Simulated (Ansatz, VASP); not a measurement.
Two plane-wave programs on Ga

File INCAR:

```
ALGO     = Normal         # electronic algorithm
EDIFF    = 1E-8           # SCF threshold, eV
ENCUT    = 520            # plane-wave cutoff, eV
GGA      = PE             # functional
ISIF     = 2              # what is computed and relaxed
ISMEAR   = -1             # smearing method
LASPH    = True           # aspherical terms in the spheres
LCHARG   = False          # write CHGCAR
LEFG     = True         
LREAL    = False          # projectors in reciprocal space
LWAVE    = False          # write WAVECAR
NBANDS   = 12             # bands
NELM     = 60             # most SCF steps
PREC     = Accurate       # precision mode
SIGMA    = 0.03           # smearing width, eV
```

KPOINTS

```
k-points
0
Gamma
  17 17 17
```

The input POSCAR:

```
Ga
1.0
   -1.7138814724      1.7138814724      1.6373381664
    1.7138814724     -1.7138814724      1.6373381664
    1.7138814724      1.7138814724     -1.6373381664
Ga
1
Direct
    0.0000000000      0.0000000000      0.0000000000
```

Input for Ansatz:

```yaml
crystal:
  lattice:
    - [-1.7138814724, 1.7138814724, 1.6373381664]
    - [1.7138814724, -1.7138814724, 1.6373381664]
    - [1.7138814724, 1.7138814724, -1.6373381664]
  atoms:
    - { symbol: Ga, position: [0.0, 0.0, 0.0] }
kpoints:
  mp_grid: { grid: [17, 17, 17] }
scf:
  occupations: { method: fermi_dirac, width: 0.03 }
hamiltonian:
  xc: pbe
  pseudopotentials: { kind: paw }
output:
  forces: true
  stress: true
  eigenvalues: true
  efg: { contact_densities: true }
  write_density: true
  write_potential: true
  elf: true
  volumetric_format: npy
```

Change from the starting cell: z stretched by -3 % at fixed volume, PAW files.

Alike in both runs: task electric field gradients; functional PBE; k mesh 17 × 17 × 17; occupations fermi-dirac, width 0.03 eV; no spin polarisation.

```csv
,VASP,Ansatz
version,VASP 6.6.1,Ansatz 0.2.0
potentials or method,"VASP PAW PBE potentials, release 64 (Ga_d)","PAW with Ansatz's default frozen-core files, scalar-relativistic"
plane-wave cutoff (eV),520,420
valence electrons in the cell,13,13
```

VASP gave:

| Quantity | Value |
| --- | --- |
| pressure (GPa) | 0.0 |
| largest component of the traceless stress (GPa) | 0.26 |
| Vzz of the field gradient on the site that differs most (V/Å²) | -0.8 |

Q: Which values does Ansatz return?

A: Pressure (GPa): -0.1; largest component of the traceless stress (GPa): 0.26; Vzz of the field gradient on the site that differs most (V/Å²): -0.8.
